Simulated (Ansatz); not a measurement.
# Si: the cost of one run

Computed with Ansatz 0.2.0 (DFT LDA, scalar-relativistic, plane waves, PAW, unless a step's input says otherwise).

## Step 1: The system as given

The structure is orthorhombic, space group Fmmm (No. 69). Conventional cell: a = 4.869 Å, b = 5.328 Å, c = 9.104 Å, α = 90.00°, β = 90.00°, γ = 90.00°. Si (site symmetry m2m) has 8 Si at 2.44 to 2.88 Å in its first shell of neighbours. Around Si (site symmetry mm2) lie 8 Si at 2.47 to 2.78 Å.

Structure file:

```
Si
1.0
     4.55214   -2.43471    0.00000
     4.55214    2.43471    0.00000
     0.00000    0.00000    5.32765
Si
8
Direct
  0.50000 0.50000 0.77051
  0.50000 0.50000 0.22949
  0.00000 0.00000 0.27051
  0.00000 0.00000 0.72949
  0.72622 0.72622 0.50000
  0.22622 0.22622 0.00000
  0.27378 0.27378 0.50000
  0.77378 0.77378 0.00000
```

It goes back to an entry of the Materials Project, which need not be the stable form.

This cell was relaxed beforehand with the same method: volume 14.76 Å³/atom, gap on the mesh none (metal).

## Step 2: The reference cell

The reference gives a free energy of -4867.4558 eV, pressure 0.01 GPa, largest force 0.056 eV/Å and gap on the mesh none (metal). It was computed beforehand with the settings of the runs below.

## Step 3: The disturbance

All atoms moved at random, sigma 0.05 Å a component, cell strained at random, sigma 0.01. Displacements in the unstrained cell, with the mean shift removed:

```tsv
atom	ux (Å)	uy (Å)	uz (Å)
Si1	-0.044	0.039	-0.022
Si2	0.018	0.001	0.069
Si3	0.014	-0.032	0.020
Si4	0.042	0.019	0.003
Si5	-0.019	0.035	-0.027
Si6	-0.010	0.007	-0.078
Si7	0.013	-0.046	0.020
Si8	-0.014	-0.023	0.015
```

Strain (xx, yy, zz, yz, xz, xy; engineering shear): (-0.0031, 0.0059, 0.0074, -0.0134, 0.0004, -0.0041).

## Step 4: The disturbed cell, one point

The input, input.yaml:

```yaml
crystal:
  lattice:
    - [4.5429959107, -2.4582679524, 0.0171240269]
    - [4.5331023392, 2.4397700777, -0.0154074703]
    - [0.0010044963, -0.0355928701, 5.3671958406]
  atoms:
    - { symbol: Si, position: [0.4872133016, 0.5031385471, 0.7663348787] }
    - { symbol: Si, position: [0.5017759435, 0.5021616847, 0.2424806073] }
    - { symbol: Si, position: [1.0082174847, -0.0051031264, 0.2743139358] }
    - { symbol: Si, position: [0.0006116291, 1.0086098654, 0.7301228972] }
    - { symbol: Si, position: [0.7170023544, 0.7313552475, 0.4948574602] }
    - { symbol: Si, position: [0.2237042292, 0.2264387745, -0.0147192616] }
    - { symbol: Si, position: [0.2845831582, 0.2658471134, 0.5037023669] }
    - { symbol: Si, position: [0.7768918992, 0.7675518938, 0.0029071154] }
basis:
  ecutwfc: 420
kpoints:
  mp_grid: { grid: [8, 8, 6] }
hamiltonian:
  xc: lda
scf:
  occupations: { method: gaussian, width: 0.15 }
output:
  forces: true
  stress: true
  eigenvalues: true
```

Started as:

```sh
$ ansatz run input.yaml --threads 2 --pin off --max-ram 5120MiB --backend cpu --events-out ev --progress --plain --runs-dir out
```

**Question.** How long does this run take on 2 threads of AMD EPYC 7R43 (Zen 3), shared host, and how much memory does it need?

About 21 s, with a peak of 0.72 GiB.
